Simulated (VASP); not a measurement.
Input of a VASP 6.6.1 run:

INCAR

```
SYSTEM = SiMo3
PREC = Normal
ENCUT = 520
EDIFF = 1E-4
ISMEAR = 0
SIGMA = 0.15
LREAL = .False.
LASPH = .True.
NELM = 60
ALGO = Fast
ISIF = 3
LWAVE = .False.
LCHARG = .False.
GGA = PE
IBRION = 2
NSW = 24
EDIFFG = -0.08
KPAR = 2
```

KPOINTS

```
Automatic mesh
0
Gamma
  5 5 5
  0 0 0
```

Contents of POSCAR:

```
SiMo3
1.0
    4.1588995900      0.0000000000      0.0000000000
    0.0000000000      4.1588995900      0.0000000000
    0.0000000000      0.0000000000      4.1588995900
Si Mo
1 3
Direct
    0.5000000000      0.5000000000      0.5000000000
    0.5000000000      0.0000000000      0.0000000000
    0.0000000000      0.5000000000      0.0000000000
    0.0000000000      0.0000000000      0.5000000000
```

Potentials or basis: VASP PAW PBE potentials, release 64 (Si, Mo_sv).

Command:

```bash
$ cat potpaw_PBE.64/Si/POTCAR potpaw_PBE.64/Mo_sv/POTCAR > POTCAR
$ mpirun -np 2 vasp_std > vasp.out
```

**Question.** Predict the band gap on the k mesh.

**Answer.** None (metal or under the smearing width).

**Question.** Predict the relaxed volume.

**Answer.** 15.02 Å³/atom.

**Question.** Estimate the space group after relaxing (to 0.05 Å).

**Answer.** Pm-3m (No. 221).

**Question.** Estimate the relaxed cell.

**Answer.** a = 3.917 Å, b = 3.917 Å, c = 3.917 Å, α = 90.00°, β = 90.00°, γ = 90.00°.

Final structure:
```
Si Mo
1.0
     3.91699    0.00000    0.00000
     0.00000    3.91699    0.00000
     0.00000    0.00000    3.91699
Si Mo
1 3
Direct
  0.50000 0.50000 0.50000
  0.50000 0.00000 0.00000
  0.00000 0.50000 0.00000
  0.00000 0.00000 0.50000
```

Caveat: the volume moved by over 15 % at a fixed basis, so the end points are rough.
